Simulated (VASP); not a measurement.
# RbBr: the band gap, functional by functional

Aim: the gap of RbBr on one structure at many levels of theory. The starting structure is a measured crystal structure from the Crystallography Open Database. Cell and atoms stay as given. Meshes and data sets differ where the inputs say so.

Calculated with VASP 6.6.1; Kohn-Sham DFT with plane waves and PAW; 9 levels of theory, named at each step.

The database entry behind the starting cell differs from later determinations by our own check (0.1 to 0.3 % short, probably kX units), so it need not match the best structure at ambient conditions.

## (1) The structure

Symmetry: Fm-3m, No. 225, cubic system. The conventional cell has a = 6.877 Å, b = 6.877 Å, c = 6.877 Å, α = 90.00°, β = 90.00°, γ = 90.00°. Nearest to Rb lie 6 Br at 3.44 Å. Nearest to Br lie 6 Rb at 3.44 Å. Farther neighbours and most contacts between anions are not listed.

Coordinates:

```cif
data_structure
_symmetry_space_group_name_H-M 'P 1'
_symmetry_Int_Tables_number 1
_cell_length_a 4.8626
_cell_length_b 4.8626
_cell_length_c 4.8626
_cell_angle_alpha 60.000
_cell_angle_beta 60.000
_cell_angle_gamma 60.000
_cell_volume 81.30
loop_
_atom_site_label
_atom_site_type_symbol
_atom_site_fract_x
_atom_site_fract_y
_atom_site_fract_z
_atom_site_occupancy
Rb1 Rb 0.00000 0.00000 0.00000 1
Br2 Br 0.50000 0.50000 0.50000 1
```

## (2) Bands with LDA

LDA, the lowest rung, knows the local density alone.

The input, INCAR:

```
SYSTEM = RbBr
PREC = Accurate
ENCUT = 350
EDIFF = 1E-06
NELM = 100
ISMEAR = 0
SIGMA = 0.03
LREAL = .FALSE.
ALGO = Normal
GGA = CA
NBANDS = 20
LORBIT = 11
LWAVE = .FALSE.
LCHARG = .FALSE.
KPAR = 4
LASPH = .TRUE.
```

The input, POSCAR:

```
RbBr
1.0
    0.0000000000      3.4384000000      3.4384000000
    3.4384000000      0.0000000000      3.4384000000
    3.4384000000      3.4384000000      0.0000000000
Rb Br
1 1
Direct
    0.0000000000      0.0000000000      0.0000000000
    0.5000000000      0.5000000000      0.5000000000
```

The input, KPOINTS:

```
Automatic mesh
0
Gamma
6 6 6
0 0 0
```

The input, KPOINTS_OPT:

```
Line mode
10
Line-mode
Reciprocal
  0.00000000   0.00000000   0.00000000 GAMMA
  0.50000000   0.00000000   0.50000000 X

  0.50000000   0.00000000   0.50000000 X
  0.50000000   0.25000000   0.75000000 W

  0.50000000   0.25000000   0.75000000 W
  0.37500000   0.37500000   0.75000000 K

  0.37500000   0.37500000   0.75000000 K
  0.00000000   0.00000000   0.00000000 GAMMA

  0.00000000   0.00000000   0.00000000 GAMMA
  0.50000000   0.50000000   0.50000000 L

  0.50000000   0.50000000   0.50000000 L
  0.62500000   0.25000000   0.62500000 U

  0.62500000   0.25000000   0.62500000 U
  0.50000000   0.25000000   0.75000000 W

  0.50000000   0.25000000   0.75000000 W
  0.50000000   0.50000000   0.50000000 L

  0.50000000   0.50000000   0.50000000 L
  0.37500000   0.37500000   0.75000000 K

  0.62500000   0.25000000   0.62500000 U
  0.50000000   0.00000000   0.50000000 X
```

The projector-augmented-wave data sets are Rb_sv and Br (LDA family, release 64).

Command:

```bash
$ mpirun -np 4 vasp_std
```

Log:

```text
[banner, memory and clock lines left out]
running    4 mpi-ranks, on    1 nodes
 distrk:  each k-point on    1 cores,    4 groups
 distr:  one band on    1 cores,    1 groups

 POSCAR found type information on POSCAR RbBr
 POSCAR found :  2 types and       2 ions
 LDA part: xc-table for (Slater(with rela. corr.)+CA(PZ))
 , standard interpolation
 POSCAR, INCAR and KPOINTS ok, starting setup
 FFT: planning ... GRIDC
 FFT: planning ... GRID_SOFT
 FFT: planning ... GRID
 WAVECAR not read
 entering main loop
       N       E                     dE             d eps       ncg     rms          rms(c)
DAV:   1     0.597854837001E+02    0.59785E+02   -0.50678E+03   640   0.502E+02
DAV:   2    -0.288516909854E+01   -0.62671E+02   -0.58757E+02   808   0.120E+02
DAV:   3    -0.679264581657E+01   -0.39075E+01   -0.38856E+01   836   0.278E+01
DAV:   4    -0.692573099565E+01   -0.13309E+00   -0.13304E+00   896   0.453E+00
DAV:   5    -0.692650326750E+01   -0.77227E-03   -0.77226E-03   816   0.367E-01    0.280E+00
DAV:   6    -0.671689109364E+01    0.20961E+00   -0.13314E-01   716   0.167E+00    0.184E+00
DAV:   7    -0.668766965107E+01    0.29221E-01   -0.54062E-02   808   0.111E+00    0.923E-01
DAV:   8    -0.668838854624E+01   -0.71890E-03   -0.72308E-03   744   0.344E-01    0.130E-01
DAV:   9    -0.668821002605E+01    0.17852E-03   -0.37574E-04   816   0.840E-02    0.471E-02
DAV:  10    -0.668828045563E+01   -0.70430E-04   -0.86493E-05   724   0.403E-02    0.842E-03
DAV:  11    -0.668828142107E+01   -0.96544E-06   -0.68962E-06   828   0.106E-02
   1 F= -.66882814E+01 E0= -.66882814E+01  d E =-.218173E-31
 Start KPOINTS_OPT (optional k-point list driver)
k-point batch [1-16\100]
       N       E                     dE             ncg
DAV:   1    -0.145968140822E+04   -0.55918E+04      640
DAV:   2    -0.245487650713E+04   -0.99520E+03      804
DAV:   3    -0.251467439356E+04   -0.59798E+02      812
DAV:   4    -0.251621666596E+04   -0.15423E+01      864
DAV:   5    -0.251625382010E+04   -0.37154E-01      884
DAV:   6    -0.251625403630E+04   -0.21620E-03      892
DAV:   7    -0.251625403819E+04   -0.18890E-05      784
DAV:   8    -0.251625403823E+04   -0.32401E-07      536
[...]
k-point batch [97-100\100]
       N       E                     dE             ncg
DAV:   1     0.436619066031E+04   -0.19609E+04      160
DAV:   2     0.411632637653E+04   -0.24986E+03      212
DAV:   3     0.410097346873E+04   -0.15353E+02      208
DAV:   4     0.410055330537E+04   -0.42016E+00      212
DAV:   5     0.410054403100E+04   -0.92744E-02      212
DAV:   6     0.410054396985E+04   -0.61147E-04      216
DAV:   7     0.410054396939E+04   -0.46588E-06      176
```

Elapsed: 9.6 s, on 4 MPI ranks of Intel Xeon 6975P-C (Granite Rapids), shared host; peak memory 0.63 GiB; 36 s of CPU time.

The logs omit lines about the potential files and the build; timing stands in the text.

From OUTCAR (step 2):

```text
ion  position               nearest neighbor table
   1  0.000  0.000  0.000-   2 3.44   2 3.44   2 3.44   2 3.44   2 3.44   2 3.44
   2  0.500  0.500  0.500-   1 3.44   1 3.44   1 3.44   1 3.44   1 3.44   1 3.44

  LATTYP: Found a face centered cubic cell.
 ALAT       =     6.8768000000

 Subroutine GETGRP returns: Found 48 space group operations
 (whereof 48 operations were pure point group operations)

The static configuration has the point symmetry O_h .

 Found     16 irreducible k-points:

   k-points           NKPTS =     16   k-points in BZ     NKDIM =     16   number of bands    NBANDS=     20

   dimension x,y,z NGX =    30 NGY =   30 NGZ =   30
   dimension x,y,z NGXF=    60 NGYF=   60 NGZF=   60

   ENCUT  =  350.0 eV  25.72 Ry    5.07 a.u.   7.42  7.42  7.42*2*pi/ulx,y,z

   NELECT =      16.0000    total number of electrons

 k-points in reciprocal lattice and weights: Automatic mesh
   0.00000000  0.00000000  0.00000000       0.005
   0.16666667  0.00000000  0.00000000       0.037
   0.33333333  0.00000000  0.00000000       0.037
   0.50000000  0.00000000  0.00000000       0.019
   0.16666667  0.16666667  0.00000000       0.028
   0.33333333  0.16666667  0.00000000       0.111
   0.50000000  0.16666667  0.00000000       0.111
  -0.33333333  0.16666667  0.00000000       0.111
  -0.16666667  0.16666667  0.00000000       0.056
[...]
-0.33333333  0.33333333  0.16666667       0.111
  -0.33333333  0.50000000  0.16666667       0.056

 average (electrostatic) potential at core
       1 -37.5457       2 -70.9408

 E-fermi :  -1.7532

 k-point     1 :       0.0000    0.0000    0.0000
  band No.  band energies     occupation
    ...
      4     -10.4255      2.00000
      5     -10.4255      2.00000
      6      -1.9942      2.00000
      7      -1.9942      2.00000
      8      -1.9942      2.00000
      9       1.9423      0.00000
     10       5.0320      0.00000
     11       5.0320      0.00000
     12       5.0320      0.00000
     13       5.9698      0.00000
    ...

 k-point     2 :       0.1667    0.0000    0.0000
  band No.  band energies     occupation
    ...
      4     -10.4277      2.00000
      5     -10.4157      2.00000
      6      -2.3217      2.00000
      7      -2.0921      2.00000
      8      -2.0921      2.00000
      9       2.6002      0.00000
     10       4.8721      0.00000
     11       5.3607      0.00000
     12       5.3607      0.00000
     13       6.3737      0.00000
    ...

 k-point     3 :       0.3333    0.0000    0.0000
  band No.  band energies     occupation
    ...
      4     -10.4319      2.00000
      5     -10.3964      2.00000
      6      -2.8261      2.00000
      7      -2.2746      2.00000
      8      -2.2746      2.00000
      9       3.8640      0.00000
     10       4.9913      0.00000
     11       6.2744      0.00000
     12       6.2744      0.00000
     13       7.3716      0.00000
    ...

  Total       -0.6707802     -0.6707802     -0.6707802      0.0000000     -0.0000000      0.0000000
  in kB      -13.2187877    -13.2187877    -13.2187877      0.0000000     -0.0000000      0.0000000
  external PRESSURE =     -13.2187877 kB  Pullay stress =       0.0000000 kB

  energy-cutoff  :      350.00
  volume of cell :       81.30
      direct lattice vectors                 reciprocal lattice vectors
     0.000000000  3.438400000  3.438400000    -0.145416473  0.145416473  0.145416473
     3.438400000  0.000000000  3.438400000     0.145416473 -0.145416473  0.145416473
     3.438400000  3.438400000  0.000000000     0.145416473  0.145416473 -0.145416473

 POSITION                                       TOTAL-FORCE (eV/Angst)
 -----------------------------------------------------------------------------------
      0.00000      0.00000      0.00000         0.000000     -0.000000     -0.000000
      3.43840      3.43840      3.43840        -0.000000      0.000000      0.000000
 -----------------------------------------------------------------------------------
    total drift:                               -0.000000      0.000000      0.000000

  FREE ENERGIE OF THE ION-ELECTRON SYSTEM (eV)
  ---------------------------------------------------
  free  energy   TOTEN  =        -6.6882814211 eV

  energy  without entropy=       -6.6882814211  energy(sigma->0) =       -6.68828142

 total charge
# of ion       s       p       d       tot
------------------------------------------
    1        1.939   5.338   0.024   7.301
    2        1.601   3.270   0.001   4.873
--------------------------------------------------
tot          3.540   8.608   0.025  12.174

[... 3 further parts left out ...]
```

Spin-orbit coupling is off here; it would split degenerate levels.

LDA gives a direct gap of 3.936 eV.

## (3) Bands with PBE

PBE, the usual starting point, adds the gradient of the density.

INCAR: that of step 2 with these lines changed.

```diff
@@ -9,3 +9,3 @@
 ALGO = Normal
-GGA = CA
+GGA = PE
 NBANDS = 20
```

POSCAR is that of step 2.

KPOINTS is that of step 2.

KPOINTS_OPT is that of step 2.

Potentials, in the order of the species: Rb_sv and Br (PBE family, release 64).

Command:

```bash
$ mpirun -np 4 vasp_std
```

Log:

```text
[banner, memory and clock lines left out]
running    4 mpi-ranks, on    1 nodes
[...]
LDA part: xc-table for (Slater+PW92), standard interpolation
 POSCAR, INCAR and KPOINTS ok, starting setup
[...]
entering main loop
       N       E                     dE             d eps       ncg     rms          rms(c)
DAV:   1     0.616822746392E+02    0.61682E+02   -0.50742E+03   640   0.501E+02
DAV:   2    -0.224821966392E+01   -0.63930E+02   -0.60022E+02   804   0.121E+02
DAV:   3    -0.618798693245E+01   -0.39398E+01   -0.39173E+01   848   0.280E+01
DAV:   4    -0.632181033189E+01   -0.13382E+00   -0.13379E+00   884   0.449E+00
[...]
DAV:  11    -0.610193192500E+01   -0.56099E-05   -0.19556E-05   892   0.181E-02    0.528E-03
DAV:  12    -0.610193854690E+01   -0.66219E-05   -0.79207E-06   712   0.133E-02    0.131E-03
DAV:  13    -0.610193877948E+01   -0.23258E-06   -0.20269E-07   692   0.228E-03
   1 F= -.61019388E+01 E0= -.61019388E+01  d E =-.374098E-22
 Start KPOINTS_OPT (optional k-point list driver)
k-point batch [1-16\100]
       N       E                     dE             ncg
DAV:   1    -0.139457292282E+04   -0.55267E+04      640
DAV:   2    -0.241140053361E+04   -0.10168E+04      796
DAV:   3    -0.247182950830E+04   -0.60429E+02      808
DAV:   4    -0.247342280151E+04   -0.15933E+01      892
DAV:   5    -0.247346055884E+04   -0.37757E-01      868
DAV:   6    -0.247346077683E+04   -0.21799E-03      908
DAV:   7    -0.247346077859E+04   -0.17628E-05      808
DAV:   8    -0.247346077862E+04   -0.27951E-07      516
[...]
k-point batch [97-100\100]
       N       E                     dE             ncg
DAV:   1     0.438296748237E+04   -0.19441E+04      160
DAV:   2     0.412729974746E+04   -0.25567E+03      212
DAV:   3     0.411175986205E+04   -0.15540E+02      208
DAV:   4     0.411134046947E+04   -0.41939E+00      216
DAV:   5     0.411133123844E+04   -0.92310E-02      216
DAV:   6     0.411133117819E+04   -0.60245E-04      224
DAV:   7     0.411133117777E+04   -0.42595E-06      184
```

The job ended after 11 s (4 MPI ranks; peak memory 0.66 GiB; 41 s of CPU time).

Parts of OUTCAR (step 3):

```text
  Total        0.4295287      0.4295287      0.4295287      0.0000000      0.0000000     -0.0000000
  in kB        8.4645440      8.4645440      8.4645440      0.0000000      0.0000000     -0.0000000
  external PRESSURE =       8.4645440 kB  Pullay stress =       0.0000000 kB

  FREE ENERGIE OF THE ION-ELECTRON SYSTEM (eV)
  ---------------------------------------------------
  free  energy   TOTEN  =        -6.1019387795 eV

  energy  without entropy=       -6.1019387795  energy(sigma->0) =       -6.10193878

[... 3 parts as in an earlier step ...]

[... 1 further part left out ...]
[key lines of the parts left out:]
E-fermi :  -1.5916
```

PBE gives a direct gap of 4.337 eV. The least gap is +0.401 eV from that of LDA.

## (4) Bands with r2SCAN

r2SCAN adds the kinetic-energy density, costs more than a GGA and is run with LASPH.

INCAR: that of step 3 with these lines changed.

```diff
@@ -9,3 +9,4 @@
 ALGO = Normal
-GGA = PE
+METAGGA = R2SCAN
+LASPH = .TRUE.
 NBANDS = 20
@@ -15,2 +16 @@
 KPAR = 4
-LASPH = .TRUE.
```

POSCAR is that of step 3.

KPOINTS is that of step 3.

KPOINTS_OPT is that of step 3.

Command:

```bash
$ mpirun -np 4 vasp_std
```

Log:

```text
[banner, memory and clock lines left out]
running    4 mpi-ranks, on    1 nodes
[...]
|                                                                             |
|               ----> ADVICE to this user running VASP <----                  |
|                                                                             |
|     You enforced a specific xc type in the INCAR file but a different       |
|     [... a line on the potential file left out ...]
|     I HOPE YOU KNOW WHAT YOU ARE DOING!                                     |
|                                                                             |

 LDA part: xc-table for (None), standard interpolation
 POSCAR, INCAR and KPOINTS ok, starting setup
[...]
entering main loop
       N       E                     dE             d eps       ncg     rms          rms(c)
DAV:   1     0.337955826651E+02    0.33796E+02   -0.51704E+03   640   0.513E+02
DAV:   2    -0.314447159460E+02   -0.65240E+02   -0.61137E+02   812   0.124E+02
[...]
DAV:  13    -0.311527667382E+02   -0.10061E-05   -0.78885E-07   700   0.446E-03    0.277E-03
DAV:  14    -0.311527669712E+02   -0.23301E-06   -0.14952E-07   592   0.216E-03
   1 F= -.31152767E+02 E0= -.31152767E+02  d E =-.338456E-16
 Start KPOINTS_OPT (optional k-point list driver)
k-point batch [1-16\100]
       N       E                     dE             ncg
DAV:   1    -0.151053618240E+04   -0.56426E+04      640
DAV:   2    -0.257031619664E+04   -0.10598E+04      804
DAV:   3    -0.263177743330E+04   -0.61461E+02      828
DAV:   4    -0.263334314060E+04   -0.15657E+01      900
DAV:   5    -0.263336518399E+04   -0.22043E-01      868
DAV:   6    -0.263336534990E+04   -0.16591E-03      900
DAV:   7    -0.263336535093E+04   -0.10308E-05      784
DAV:   8    -0.263336535096E+04   -0.31561E-07      544
[...]
k-point batch [97-100\100]
       N       E                     dE             ncg
DAV:   1     0.435459174388E+04   -0.19725E+04      160
DAV:   2     0.408758403233E+04   -0.26701E+03      216
DAV:   3     0.407171977930E+04   -0.15864E+02      208
DAV:   4     0.407129916305E+04   -0.42062E+00      224
DAV:   5     0.407129052854E+04   -0.86345E-02      216
DAV:   6     0.407129047913E+04   -0.49410E-04      224
DAV:   7     0.407129047878E+04   -0.34847E-06      176
```

Elapsed: 36 s, on 4 MPI ranks; peak memory 0.69 GiB; 2.3 min of CPU time.

OUTCAR, selected parts (step 4):

```text
  Total        0.1567093      0.1567093      0.1567093      0.0000000      0.0000000     -0.0000000
  in kB        3.0882055      3.0882055      3.0882055      0.0000000      0.0000000     -0.0000000
  external PRESSURE =       3.0882055 kB  Pullay stress =       0.0000000 kB

 POSITION                                       TOTAL-FORCE (eV/Angst)
 -----------------------------------------------------------------------------------
      0.00000      0.00000      0.00000         0.000000      0.000000      0.000000
      3.43840      3.43840      3.43840        -0.000000     -0.000000     -0.000000
 -----------------------------------------------------------------------------------
    total drift:                                0.000000      0.000000      0.000000

  FREE ENERGIE OF THE ION-ELECTRON SYSTEM (eV)
  ---------------------------------------------------
  free  energy   TOTEN  =       -31.1527669712 eV

  energy  without entropy=      -31.1527669712  energy(sigma->0) =      -31.15276697

[... 2 parts as in an earlier step ...]

[... 1 further part left out ...]
[key lines of the parts left out:]
E-fermi :  -2.0324
```

r2SCAN gives a direct gap of 4.943 eV. The least gap is +1.007 eV from that of LDA.

## (5) Bands with TB-mBJ

TB-mBJ is a local potential fitted to gaps: it costs far less than a hybrid but gives no energy. Its energies, forces and stress mean nothing.

INCAR: that of step 4 with these lines changed.

```diff
@@ -4,3 +4,3 @@
 EDIFF = 1E-06
-NELM = 100
+NELM = 150
 ISMEAR = 0
@@ -9,3 +9,3 @@
 ALGO = Normal
-METAGGA = R2SCAN
+METAGGA = MBJ
 LASPH = .TRUE.
```

POSCAR is that of step 4.

KPOINTS is that of step 4.

KPOINTS_OPT is that of step 4.

Command:

```bash
$ mpirun -np 4 vasp_std
```

Log:

```text
[banner, memory and clock lines left out]
running    4 mpi-ranks, on    1 nodes
[...]
[... a notice as in an earlier step ...]

 LDA part: xc-table for (None), standard interpolation
 POSCAR, INCAR and KPOINTS ok, starting setup
[...]
entering main loop
       N       E                     dE             d eps       ncg     rms          rms(c)
DAV:   1     0.352345689996E+03    0.35235E+03   -0.51273E+03   640   0.501E+02
DAV:   2     0.285684973080E+03   -0.66661E+02   -0.62713E+02   832   0.125E+02
DAV:   3     0.281406381980E+03   -0.42786E+01   -0.42555E+01   864   0.292E+01
DAV:   4     0.281306126035E+03   -0.10026E+00   -0.10018E+00   860   0.416E+00
[...]
DAV:   8     0.281178875083E+03   -0.32643E+00   -0.54340E-01   736   0.381E+00    0.110E+01
DAV:   9     0.283309626518E+03    0.21308E+01   -0.33813E+00   676   0.908E+00    0.852E+00
DAV:  10     0.283199924603E+03   -0.10970E+00   -0.16365E+00   748   0.760E+00    0.184E+01
[... 130 further cycles ...]
[...]
|     density mixing parameters otherwise.                                    |
|                                                                             |

   1 F= 0.46473399E+03 E0= 0.46473399E+03  d E =-.113165E-18
 Start KPOINTS_OPT (optional k-point list driver)
k-point batch [1-16\100]
       N       E                     dE             ncg
DAV:   1     0.140317795684E+05    0.98997E+04     1040
DAV:   2     0.603841005489E+04   -0.79934E+04     1280
DAV:   3     0.442543808253E+04   -0.16130E+04     1280
DAV:   4     0.423799812441E+04   -0.18744E+03     1280
[...]
DAV:  19     0.419229463755E+04   -0.50940E-05     1168
DAV:  20     0.419229463597E+04   -0.15794E-05     1032
DAV:  21     0.419229463561E+04   -0.36191E-06      920
[...]
k-point batch [97-100\100]
       N       E                     dE             ncg
DAV:   1     0.853588455309E+04    0.22088E+04      224
DAV:   2     0.632431958338E+04   -0.22116E+04      320
DAV:   3     0.585197970084E+04   -0.47234E+03      320
DAV:   4     0.579632843339E+04   -0.55651E+02      320
[...]
DAV:  18     0.578420907608E+04   -0.35729E-05      320
DAV:  19     0.578420907472E+04   -0.13657E-05      320
DAV:  20     0.578420907435E+04   -0.37292E-06      264
```

Elapsed: 1.8 min, on 4 MPI ranks; peak memory 0.69 GiB.

From OUTCAR (step 5):

```text
  Total     1211.1923351   1211.1923351   1211.1923351      0.0000000     -0.0000000      0.0000000
  in kB    23868.4658793  23868.4658793  23868.4658793      0.0000000     -0.0000000      0.0000000
  external PRESSURE =   23868.4658793 kB  Pullay stress =       0.0000000 kB

 POSITION                                       TOTAL-FORCE (eV/Angst)
 -----------------------------------------------------------------------------------
      0.00000      0.00000      0.00000         0.000000     -0.000000     -0.000000
      3.43840      3.43840      3.43840        -0.000000      0.000000      0.000000
 -----------------------------------------------------------------------------------
    total drift:                               -0.000000     -0.000000     -0.000000

  FREE ENERGIE OF THE ION-ELECTRON SYSTEM (eV)
  ---------------------------------------------------
  free  energy   TOTEN  =       464.7339931363 eV

  energy  without entropy=      464.7339931363  energy(sigma->0) =      464.73399314

[... 2 parts as in an earlier step ...]

[... 1 further part left out ...]
[key lines of the parts left out:]
E-fermi :  50.0065
```

The log as kept lacks single lines of electronic cycles.

The electronic loop didn't reach EDIFF within its 150 cycles (NELM).

(Part 1 of 3 ends here.)

[Lines on the potential files, build, host, timing and source positions are cut from VASP's logs without a mark.]

[Logs are printed without paths, hosts, clocks, repeated set-up lines and the standing remarks that a program may print on its own settings, such as how far it seeks lower states.]

[Hosts, paths, dates, database ids (printed as entryN), source tags and the programs' standing remarks are cut or masked in the printed files.]
